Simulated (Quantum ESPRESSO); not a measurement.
# 2H-MoS2, 1 layer: a series in biaxial strain, part 2 of 6

What law, if any, do the results for 2H-MoS2, 1 layer follow against biaxial strain?

Quantum ESPRESSO 7.5; plane-wave DFT, PBE, GBRV ultrasoft pseudopotentials.

So far. Step 2 (Variable-cell relaxation of the reference):  The last row is no step: it is a fresh SCF in the final cell with a new plane-wave basis, -0 meV from the row before.

## Step 3: Relaxing the ions, -4 %

The input, m0.relax.in:

```
&control
  prefix = 'm0.relax'
  outdir = './out'
  pseudo_dir = './pseudo'
  nstep = 40
  forc_conv_thr = 0.0003
  calculation = 'relax'
  tstress = .true.
/
&system
  ibrav = 0
  nat = 3
  ntyp = 2
  ecutwfc = 50
  ecutrho = 250
  occupations = 'smearing'
  smearing = 'fd'
  degauss = 0.002
/
&electrons
  conv_thr = 1e-09
  mixing_beta = 0.4
  electron_maxstep = 120
  mixing_mode = 'plain'
/
&ions
/
ATOMIC_SPECIES
  S   32.0600  s_pbe_v1.4.uspp.F.UPF
  Mo  95.9500  mo_pbe_v1.uspp.F.UPF
CELL_PARAMETERS angstrom
  3.05571195648000 0.00000000000000 0.00000000000000
  -1.52785597824000 2.64632418048000 0.00000000000000
  0.00000000000000 0.00000000000000 18.26259773800000
ATOMIC_POSITIONS crystal
  S   0.333333333300 0.666666666700 0.414453300800
  Mo  0.000000000000 0.000000000000 0.500000000000
  S   0.333333333300 0.666666666700 0.585546699200
K_POINTS automatic
  12 12 1 0 0 0
```

Launch:

```sh
> OMP_NUM_THREADS=1 mpirun -n 4 pw.x -nk 4 -in m0.relax.in > m0.relax.out
```

Output:

```text
[banner, memory and clock lines left out]
Program PWSCF v.7.5 starts
[citation notice left out]

[...]
Message from routine setup:
[...]
bravais-lattice index     =            0
     lattice parameter (alat)  =       5.7745  a.u.
     unit-cell volume          =     996.5856 (a.u.)^3
     number of atoms/cell      =            3
     number of atomic types    =            2
     number of electrons       =        26.00
     number of Kohn-Sham states=           17
     kinetic-energy cutoff     =      50.0000  Ry
     charge density cutoff     =     250.0000  Ry
     scf convergence threshold =      1.0E-09
     mixing beta               =       0.4000
     number of iterations used =            8  plain     mixing
     energy convergence thresh.=      1.0E-04
     force convergence thresh. =      3.0E-04
     Exchange-correlation= SLA  PW   PBE  PBE
                           (   1   4   3   4   0   0   0)
     nstep                     =           40

[...]
PseudoPot. # 1 for S  read from file:
     ./pseudo/s_pbe_v1.4.uspp.F.UPF
     Pseudo is Ultrasoft + core correction, Zval =  6.0
     Generated by new atomic code, or converted to UPF format
     Using radial grid of  907 points,  6 beta functions with:
                l(1) =   0
                l(2) =   0
                l(3) =   1
                l(4) =   1
                l(5) =   2
                l(6) =   2
     Q(r) pseudized with  8 coefficients,  rinner =    1.300   1.300   1.300
                                                       1.300   1.300

     PseudoPot. # 2 for Mo read from file:
     ./pseudo/mo_pbe_v1.uspp.F.UPF
     Pseudo is Ultrasoft + core correction, Zval = 14.0
     Generated by new atomic code, or converted to UPF format
     Using radial grid of  889 points,  6 beta functions with:
                l(1) =   0
                l(2) =   0
                l(3) =   1
                l(4) =   1
                l(5) =   2
                l(6) =   2
     Q(r) pseudized with  6 coefficients,  rinner =    1.000   1.000   1.000
                                                       1.000   1.000

     atomic species   valence    mass     pseudopotential
     S                 6.00    32.06000     S ( 1.00)
     Mo               14.00    95.95000     Mo( 1.00)

     12 Sym. Ops. (no inversion) found

[...]
number of k points=    19  Fermi-Dirac smearing, width (Ry)=  0.0020
[...]
Dense  grid:    66719 G-vectors     FFT dimensions: (  30,  30, 180)

     Smooth grid:    47453 G-vectors     FFT dimensions: (  25,  25, 160)

     Initial potential from superposition of free atoms

     starting charge      25.9989, renormalised to      26.0000

     negative rho (up, down):  2.212E-03 0.000E+00
     Starting wfcs are   21 randomized atomic wfcs

     per-process dynamical memory:    53.3 Mb

     Self-consistent Calculation

     iteration #  1     ecut=    50.00 Ry     beta= 0.40
     Davidson diagonalization with overlap
     ethr =  1.00E-02,  avg # of iterations =  2.2

     Threshold (ethr) on eigenvalues was too large:
     Diagonalizing with lowered threshold

     Davidson diagonalization with overlap
     ethr =  5.07E-04,  avg # of iterations =  2.0

     negative rho (up, down):  2.291E-03 0.000E+00

     total energy              =    -187.67819814 Ry
     estimated scf accuracy    <       0.16360448 Ry

     iteration #  2     ecut=    50.00 Ry     beta= 0.40
[...]
negative rho (up, down):  2.265E-03 0.000E+00

[...]
total energy              =    -187.69211608 Ry
     estimated scf accuracy    <       0.15537865 Ry

     iteration #  3     ecut=    50.00 Ry     beta= 0.40
[...]
negative rho (up, down):  2.285E-03 0.000E+00

[...]
total energy              =    -187.71703760 Ry
     estimated scf accuracy    <       0.00997702 Ry

     iteration #  4     ecut=    50.00 Ry     beta= 0.40
[...]
negative rho (up, down):  2.290E-03 0.000E+00

[...]
total energy              =    -187.71802022 Ry
     estimated scf accuracy    <       0.00123792 Ry

     iteration #  5     ecut=    50.00 Ry     beta= 0.40
[...]
negative rho (up, down):  2.286E-03 0.000E+00

[...]
total energy              =    -187.71820385 Ry
     estimated scf accuracy    <       0.00017554 Ry

     iteration #  6     ecut=    50.00 Ry     beta= 0.40
[...]
negative rho (up, down):  2.282E-03 0.000E+00

[...]
total energy              =    -187.71824473 Ry
     estimated scf accuracy    <       0.00000469 Ry

[...]
iteration # 10     ecut=    50.00 Ry     beta= 0.40
[...]
negative rho (up, down):  2.285E-03 0.000E+00

[...]
total energy              =    -187.71824882 Ry
     estimated scf accuracy    <       0.00000006 Ry

     iteration # 11     ecut=    50.00 Ry     beta= 0.40
[...]
negative rho (up, down):  2.286E-03 0.000E+00

[...]
total energy              =    -187.71824882 Ry
     estimated scf accuracy    <          1.4E-09 Ry

     iteration # 12     ecut=    50.00 Ry     beta= 0.40
[...]
negative rho (up, down):  2.286E-03 0.000E+00

[...]
total energy              =    -187.71824882 Ry
     estimated scf accuracy    <          1.3E-09 Ry

     iteration # 13     ecut=    50.00 Ry     beta= 0.40
[...]
negative rho (up, down):  2.286E-03 0.000E+00

[...]
End of self-consistent calculation

          k = 0.0000 0.0000 0.0000 (  6005 PWs)   bands (ev):

   -60.7497 -34.9893 -34.6155 -34.6155 -14.5806 -13.1833  -6.0593  -2.5976
    -2.5976  -2.1200  -1.3610  -1.3610  -0.3338   3.1247   3.1247   3.3785
     3.3785

          k = 0.0000 0.0962 0.0000 (  5995 PWs)   bands (ev):

   -60.7454 -34.9814 -34.6547 -34.6242 -14.4587 -13.1328  -5.9234  -2.8553
    -2.5232  -2.4693  -1.5523  -1.1482  -0.3534   2.9691   3.0081   3.2391
     3.3280

[...]
the Fermi energy is     0.6425 ev

!    total energy              =    -187.71824882 Ry
     estimated scf accuracy    <          1.2E-11 Ry
     smearing contrib. (-TS)   =      -0.00000000 Ry
[...]
atom    1 type  1   force =     0.00000000    0.00000000   -0.02011286
     atom    2 type  2   force =     0.00000000    0.00000000    0.00000000
     atom    3 type  1   force =     0.00000000    0.00000000    0.02011286

     Total force =     0.028444     Total SCF correction =     0.000066

     Computing stress (Cartesian axis) and pressure

     negative rho (up, down):  2.277E-03 0.000E+00
          total   stress  (Ry/bohr**3)                   (kbar)     P=       38.36
   0.00033142   0.00000000   0.00000000           48.75        0.00        0.00
   0.00000000   0.00033142   0.00000000            0.00       48.75        0.00
   0.00000000   0.00000000   0.00011956            0.00        0.00       17.59

     Energy error            =      2.0E-03 Ry
     Gradient error          =      2.0E-02 Ry/Bohr

     number of scf cycles    =   2
     number of bfgs steps    =   1

     energy             old  =    -187.7182488242 Ry
     energy             new  =    -187.7202099394 Ry

     CASE: energy            _new < energy            _old

     new trust radius        =       0.0389453142 bohr
     new conv_thr            =       0.0000000002 Ry

ATOMIC_POSITIONS (crystal)
S                0.3333333333        0.6666666667        0.4122989303
Mo              -0.0000000000       -0.0000000000        0.5000000000
S                0.3333333333        0.6666666667        0.5877010697

[...]
NEW-OLD atomic charge density approx. for the potential

     negative rho (up, down):  2.259E-03 0.000E+00

     per-process dynamical memory:    56.8 Mb

     Self-consistent Calculation

     iteration #  1     ecut=    50.00 Ry     beta= 0.40
     Davidson diagonalization with overlap
     ethr =  1.00E-06,  avg # of iterations =  7.1

     negative rho (up, down):  2.260E-03 0.000E+00

     total energy              =    -187.72106992 Ry
     estimated scf accuracy    <       0.00022546 Ry

[...]
iteration # 10     ecut=    50.00 Ry     beta= 0.40
[...]
negative rho (up, down):  2.265E-03 0.000E+00

[...]
End of self-consistent calculation

[...]
the Fermi energy is     1.0411 ev

!    total energy              =    -187.72114837 Ry
     estimated scf accuracy    <          4.3E-12 Ry
     smearing contrib. (-TS)   =      -0.00000000 Ry
     internal energy E=F+TS    =    -187.72114837 Ry

     The total energy is F=E-TS. E is the sum of the following terms:
     one-electron contribution =   -1038.96212942 Ry
     hartree contribution      =     520.86859016 Ry
     xc contribution           =     -36.40905253 Ry
     ewald contribution        =     366.78144343 Ry

     convergence has been achieved in  10 iterations

     negative rho (up, down):  2.265E-03 0.000E+00

     Forces acting on atoms (cartesian axes, Ry/au):

     atom    1 type  1   force =     0.00000000    0.00000000   -0.00412595
     atom    2 type  2   force =     0.00000000    0.00000000    0.00000000
     atom    3 type  1   force =     0.00000000    0.00000000    0.00412595

     Total force =     0.005835     Total SCF correction =     0.000000

     Computing stress (Cartesian axis) and pressure

     negative rho (up, down):  2.265E-03 0.000E+00
          total   stress  (Ry/bohr**3)                   (kbar)     P=       30.28
   0.00029663   0.00000000  -0.00000000           43.64        0.00       -0.00
   0.00000000   0.00029663  -0.00000000            0.00       43.64       -0.00
   0.00000000   0.00000000   0.00002419            0.00        0.00        3.56

     Energy error            =      9.4E-04 Ry
     Gradient error          =      4.1E-03 Ry/Bohr

     number of scf cycles    =   3
     number of bfgs steps    =   2

     energy             old  =    -187.7202099394 Ry
     energy             new  =    -187.7211483679 Ry

     CASE: energy            _new < energy            _old

     new trust radius        =       0.0100511110 bohr
     new conv_thr            =            9.4E-11 Ry

ATOMIC_POSITIONS (crystal)
S                0.3333333333        0.6666666667        0.4120076892
Mo              -0.0000000000       -0.0000000000        0.5000000000
S                0.3333333333        0.6666666667        0.5879923108

[...]
NEW-OLD atomic charge density approx. for the potential

     negative rho (up, down):  2.261E-03 0.000E+00

     per-process dynamical memory:    56.8 Mb

     Self-consistent Calculation

     iteration #  1     ecut=    50.00 Ry     beta= 0.40
     Davidson diagonalization with overlap
     ethr =  1.00E-06,  avg # of iterations =  5.0

     Threshold (ethr) on eigenvalues was too large:
     Diagonalizing with lowered threshold

     Davidson diagonalization with overlap
     ethr =  5.27E-08,  avg # of iterations =  3.7

     negative rho (up, down):  2.261E-03 0.000E+00

     total energy              =    -187.72118583 Ry
     estimated scf accuracy    <       0.00001517 Ry

[...]
iteration #  8     ecut=    50.00 Ry     beta= 0.40
[...]
negative rho (up, down):  2.262E-03 0.000E+00

[...]
End of self-consistent calculation

          k = 0.0000 0.0000 0.0000 (  6005 PWs)   bands (ev):

   -60.7410 -34.9601 -34.5837 -34.5837 -14.4181 -13.1714  -5.8974  -2.3057
    -2.3057  -2.2036  -1.1157  -1.1157  -0.4689   3.1367   3.1367   3.2740
     3.2740

          k = 0.0000 0.0962 0.0000 (  5995 PWs)   bands (ev):

   -60.7368 -34.9526 -34.6217 -34.5923 -14.2981 -13.1156  -5.7578  -2.5723
    -2.5052  -2.1800  -1.3068  -1.0194  -0.4751   2.8990   2.9722   3.1417
     3.3246

[...]
the Fermi energy is     1.0237 ev

!    total energy              =    -187.72119119 Ry
     estimated scf accuracy    <          2.8E-11 Ry
     smearing contrib. (-TS)   =      -0.00000000 Ry
     internal energy E=F+TS    =    -187.72119119 Ry

     The total energy is F=E-TS. E is the sum of the following terms:
     one-electron contribution =   -1037.45415478 Ry
     hartree contribution      =     520.11876946 Ry
     xc contribution           =     -36.40041160 Ry
     ewald contribution        =     366.01460574 Ry

     convergence has been achieved in   8 iterations

     negative rho (up, down):  2.262E-03 0.000E+00

     Forces acting on atoms (cartesian axes, Ry/au):

     atom    1 type  1   force =     0.00000000    0.00000000   -0.00013950
     atom    2 type  2   force =    -0.00000000   -0.00000000    0.00000000
     atom    3 type  1   force =     0.00000000    0.00000000    0.00013950

     Total force =     0.000197     Total SCF correction =     0.000010

     Computing stress (Cartesian axis) and pressure

     negative rho (up, down):  2.262E-03 0.000E+00
          total   stress  (Ry/bohr**3)                   (kbar)     P=       28.24
   0.00028799   0.00000000   0.00000000           42.37        0.00        0.00
   0.00000000   0.00028799  -0.00000000            0.00       42.37       -0.00
   0.00000000  -0.00000000  -0.00000002            0.00       -0.00       -0.00

     Energy error            =      4.3E-05 Ry
     Gradient error          =      1.4E-04 Ry/Bohr

     bfgs converged in   4 scf cycles and   3 bfgs steps
     (criteria: energy <  1.0E-04 Ry, force <  3.0E-04 Ry/Bohr)

     End of BFGS Geometry Optimization

     Final energy             =    -187.7211911858 Ry

     File ./out/m0.relax.bfgs deleted, as requested
Begin final coordinates

ATOMIC_POSITIONS (crystal)
S                0.3333333333        0.6666666667        0.4120076892
Mo              -0.0000000000       -0.0000000000        0.5000000000
S                0.3333333333        0.6666666667        0.5879923108
End final coordinates

[...]
```

Run time: 79 s. Hardware: 4 MPI ranks of Intel Xeon at 2.70GHz, shared host; peak memory 0.55 GiB.

Relaxation path:

```csv
step,energy less that of the first step (eV),largest force (eV/Å)
1,0.0000,0.9103
2,-0.0267,0.5171
3,-0.0394,0.1061
4,-0.0400,0.0036
```

The atoms that moved most (Å):

```csv
atom,dx,dy,dz,length
S3,0.000,0.000,0.045,0.045
S1,0.000,0.000,-0.045,0.045
```

The relaxed structure:

```xyz
3
Lattice="3.0557 0.0000 0.0000 -1.5279 2.6463 0.0000 0.0000 0.0000 18.2626" Properties=species:S:1:pos:R:3
S     0.0000    1.7642    7.5243
Mo    0.0000    0.0000    9.1313
S     0.0000    1.7642   10.7383
```

The relaxation lowers the energy by 13 meV an atom.

Numbers from this step:

* free energy: -2554.0769 eV
* Fermi energy: 1.024 eV

[end of part 2 of 6]

[Logs are printed without paths, hosts, clocks, repeated set-up lines and the standing remarks that a program may print on its own settings, such as how far it seeks lower states.]

[Hosts, paths, dates, database ids (printed as entryN), source tags and the programs' standing remarks are cut or masked in the printed files.]

[Maps of the electrostatic potential energy from Ansatz leave out the sawtooth potential of an applied field or a dipole correction, so their vacuum need not be flat; planar profiles and work functions include it.]
